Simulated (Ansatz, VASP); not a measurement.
# One calculation of InSb3, two programs

```
In Sb
1.0
     0.00000    3.71598    3.71598
     3.71598    0.00000    3.71598
     3.71598    3.71598    0.00000
In Sb
1 3
Direct
  0.00000 0.00000 0.00000
  0.25000 0.25000 0.25000
  0.75000 0.75000 0.75000
  0.50000 0.50000 0.50000
```

Alike in both runs: task single point; functional PBE; k mesh 4 × 4 × 4; occupations gaussian, width 0.1 eV; no spin polarisation.

```csv
,VASP,Ansatz
version,VASP 6.6.1,Ansatz 0.2.0
potentials or method,"VASP PAW PBE potentials, release 64 (In_d, Sb)","scalar-relativistic, plane waves, PAW"
plane-wave cutoff (eV),520,420
valence electrons in the cell,28,58
```

```csv
,VASP,Ansatz,Ansatz less VASP
gap on the k mesh at the Fermi level (eV),none,none,-
pressure (GPa),1.9,2.0,+0.11
```

A gap of «none» marks a metal or a gap that the smearing closes. The functional is the same, so the differences come from potentials, cutoffs and numerics. The two sets of potentials don't hold the same shells in valence.

Caveats: the k mesh is coarse (spacing up to 0.37 Å⁻¹), so the values aren't converged. The runs have no spin-orbit coupling, so splittings on Sb are missing.
